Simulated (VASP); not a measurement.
Se:

```
Se
1.0
     4.36620    0.00000    0.00000
    -2.18310    3.78124    0.00000
     0.00000    0.00000    4.95360
Se
3
Cartesian
  0.9841 0.0000 1.6512
  -0.4921 0.8523 3.3024
  1.6910 2.9289 0.0000
```

- Program: VASP 6.6.1
- Task: relaxation of cell and atoms
- Functional: PBE
- Dispersion: D3(BJ)
- Potentials or basis: VASP PAW PBE potentials, release 64 (Se)
- Cutoff: 600 eV
- k mesh: 9 × 9 × 6
- Occupations: gaussian, width 0.03 eV
- Spin: no spin polarisation

At the start: pressure 0.9 GPa; volume 27.26 Å³/atom.

Problem. How do energy, volume and symmetry change on relaxing?

Solution. Over 15 steps the energy falls by 25.4 meV/atom and the volume is 24.48 Å³/atom (-10.2 %); space group P3_121 (No. 152, to 0.05 Å).

Step by step:
```csv
step,energy change (eV),largest force (eV/Å),pressure (GPa),volume (Å³)
1,0.0000,0.4482,0.86,81.78
2,-0.0111,0.0980,-1.80,83.51
3,-0.0154,0.0793,-0.92,82.90
4,-0.0280,0.0821,-0.82,81.61
5,-0.0585,0.1045,-0.28,77.77
6,-0.0600,0.1864,2.15,70.28
7,-0.0717,0.1570,0.73,74.05
8,-0.0747,0.0748,-0.61,73.96
9,-0.0759,0.0015,-0.16,74.00
10,-0.0759,0.0011,-0.18,74.00
11,-0.0761,0.0056,-0.10,73.67
12,-0.0761,0.0093,-0.03,73.35
13,-0.0761,0.0071,-0.06,73.48
14,-0.0761,0.0100,0.06,73.43
15,-0.0762,0.0026,0.01,73.45
```

Final structure:
```yaml
crystal:
  lattice:
    - [4.06467, 0.00000, 0.00000]
    - [-2.03234, 3.52011, 0.00000]
    - [0.00000, 0.00000, 5.13369]
  atoms:
    - { symbol: Se, position: [0.24775, 0.00000, 0.33333] }
    - { symbol: Se, position: [0.00000, 0.24775, 0.66667] }
    - { symbol: Se, position: [0.75225, 0.75225, 0.00000] }
```

Caveat: the volume moved by -10 % from the deposited cell, more than functionals usually miss.
